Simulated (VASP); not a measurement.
A run of VASP 6.6.1:

INCAR

```
PREC = Accurate ; ENCUT = 520
EDIFF = 1E-7 ; ISMEAR = 0
SIGMA = 0.02 ; LREAL = False
LASPH = True ; NELM = 60
ALGO = Normal ; ISIF = 2
LWAVE = False ; LCHARG = False
GGA = PS ; LOPTICS = True
NBANDS = 40 ; NEDOS = 2000
CSHIFT = 0.1
```

KPOINTS

```
Automatic mesh
0
Gamma
  10 10 5
```

POSCAR

```
TaN
1.0
    2.9217699809      0.0000000000      0.0000000000
   -1.4608849905      2.5303270275      0.0000000000
    0.0000000000      0.0000000000      5.9165150000
Ta N
2 2
Direct
    0.0000000000      0.0000000000      0.5000000000
    0.0000000000      0.0000000000      0.0000000000
    0.3333333333      0.6666666667      0.2500000000
    0.6666666667      0.3333333333      0.7500000000
```

Potentials or basis: VASP PAW PBE potentials, release 64 (Ta_pv, N).

Run with:

```bash
$ cat potpaw_PBE.64/Ta_pv/POTCAR potpaw_PBE.64/N/POTCAR > POTCAR
$ mpirun -np 1 vasp_std > vasp.out
```

Hardware: 1 thread of Intel(R) Xeon(R) Platinum 8488C (Sapphire Rapids), on a shared host.

Q: How long does it take, and how much memory?

A: It took 51 s on 1 thread of Intel(R) Xeon(R) Platinum 8488C (Sapphire Rapids) (shared host), peak memory 0.26 GiB. Counts: scf iterations 13, k points 42.
